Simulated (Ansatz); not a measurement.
# ²⁰⁹Bi fingerprints of the forms of VBiO4

Computed with Ansatz: DFT, PBE, plane waves and PAW, scalar-relativistic, 420 eV cutoff. Q(²⁰⁹Bi) = -516.0 mb, I = 9/2. The cells come from the COD, with the atoms relaxed (PBE, cell held). Spin–orbit coupling is left out, which moves gradients at and beside heavy atoms (Bi) by some per cent and at some sites by far more.

Problem. A calculated ²⁰⁹Bi parameter set reads: |C_Q| = 173 MHz, η = 0.00. Which structure does it belong to?
A.
VBiO4
Space group I4_1/a:1 (No. 88); a = 5.1470, c = 11.7216 Å.

| site | Wyckoff | site symmetry | x | y | z |
| --- | --- | --- | --- | --- | --- |
| V | 4a | -4.. | 0.0000 | 0.5000 | 0.2500 |
| Bi | 4b | -4.. | 0.5000 | 0.0000 | 0.2500 |
| O | 16f | 1 | 0.6394 | 0.2491 | 0.8286 |
B.
VBiO4
```cif
data_VBiO4
_symmetry_space_group_name_H-M 'I4_1/amd:1'
_symmetry_Int_Tables_number 141
_cell_length_a 7.3030
_cell_length_b 7.3030
_cell_length_c 6.5840
_cell_angle_alpha 90.000
_cell_angle_beta 90.000
_cell_angle_gamma 90.000
loop_
_atom_site_label
_atom_site_type_symbol
_atom_site_symmetry_multiplicity
_atom_site_Wyckoff_symbol
_atom_site_fract_x
_atom_site_fract_y
_atom_site_fract_z
V V 4 b 0.0000 0.0000 0.5000
Bi Bi 4 a 0.0000 0.5000 0.2500
O O 16 h 0.5000 0.3183 0.8325
```

Solution. B. VBiO4 in I4_1/amd gives |C_Q| = 173 MHz, η = 0.00; there Bi has 8 O at 2.39–2.56 Å. VBiO4 in I4_1/a gives |C_Q| = 10.4 MHz, η = 0.00; there Bi has 8 O at 2.44–2.49 Å.
